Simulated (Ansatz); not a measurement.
Wanted: the native input for an Ansatz 0.2.0 run.

```yaml
Task: relaxation of cell and atoms
Functional: PBEsol
Potentials_or_basis: Ansatz PAW
Cutoff: "420 eV (not typed: the program's choice for these potentials)"
k_mesh: 7 × 7 × 7
Occupations: fermi-dirac, width 0.05 eV
Spin: no spin polarisation
Hubbard_terms: Cu d U = 5.3 eV
Hubbard_projectors: ortho-atomic (the default)
Double_counting: fll (the default)
```

The system is CuO.

```
Cu O
1.0
     4.16094    0.00000    0.00000
     0.00000    4.16094    0.00000
     0.00000    0.00000    3.88764
Cu O
3 3
Direct
  0.97755 0.98817 0.96033
  0.03967 0.52611 0.51817
  0.48116 0.99342 0.50592
  0.01104 0.50282 0.97548
  0.46136 0.98875 0.98674
  0.02922 0.00073 0.55336
```

The cell comes from a database or a generator and needn't be the stable form of this composition.

The input as run:

input.yaml

```yaml
crystal:
  lattice:
    - [4.160937, 0.0, 0.0]
    - [0.0, 4.160937, 0.0]
    - [0.0, 0.0, 3.887643]
  atoms:
    - { symbol: Cu, position: [0.97755288, 0.9881666, 0.96033058] }
    - { symbol: Cu, position: [0.03966959, 0.52611003, 0.51816729] }
    - { symbol: Cu, position: [0.48115974, 0.99341849, 0.50592346] }
    - { symbol: O, position: [0.0110367, 0.50281741, 0.97548] }
    - { symbol: O, position: [0.46135738, 0.9887535, 0.98674171] }
    - { symbol: O, position: [0.02922369, 0.00073396, 0.55335695] }
hamiltonian:
  xc: pbesol
  pseudopotentials: { kind: paw }
  hubbard: { sites: [{ species: Cu, l: d, u_eff: 5.3 }] }
kpoints:
  mp_grid: { grid: [7, 7, 7] }
scf:
  occupations: { method: fermi_dirac, width: 0.05 }
output:
  forces: true
  stress: true
  eigenvalues: true
relax:
  f_tol: 0.01
  max_steps: 40
  cell: { stress_tol: 0.05 }
```

Potentials or basis: Ansatz PAW.

Command:

```console
$ ansatz run input.yaml --threads 2 --pin off --max-ram 5632MiB --backend cpu --events-out ev --progress --plain --runs-dir out
```

Results of the run:

* Relaxed volume: 10.95 Å³/atom
* Relaxed cell: a = 4.106 Å, b = 4.106 Å, c = 3.898 Å, α = 90.00°, β = 90.00°, γ = 90.00°
* Space group after relaxing (to 0.05 Å): P4/mmm (No. 123)
* Energy gained by relaxing: 327.7 meV/atom
* Ionic steps: 9
* Pressure after relaxing: 0.0 GPa
* Band gap on the k mesh: none (metal or under the smearing width)

Caveat: the electronic state changed during the relaxation; the plane-wave basis is chosen anew once the cell has moved, so the energies of steps on either side of that aren't comparable; the pressure holds a Pulay correction of +0.7 GPa for the finite cutoff; an odd number of electrons without spin polarisation forces a metal; a magnetic or distorted state may lie lower; the run has no spin polarisation, though such a crystal can be magnetic; U without spin polarisation on a metal has little footing; the PAW data sets come from PBE, with cores solved anew for the run's functional, which leaves a small shift of forces and pressure.

Wall time 7 min on 2 threads of Arm Neoverse V1, on a shared host, peak memory 0.84 GiB.
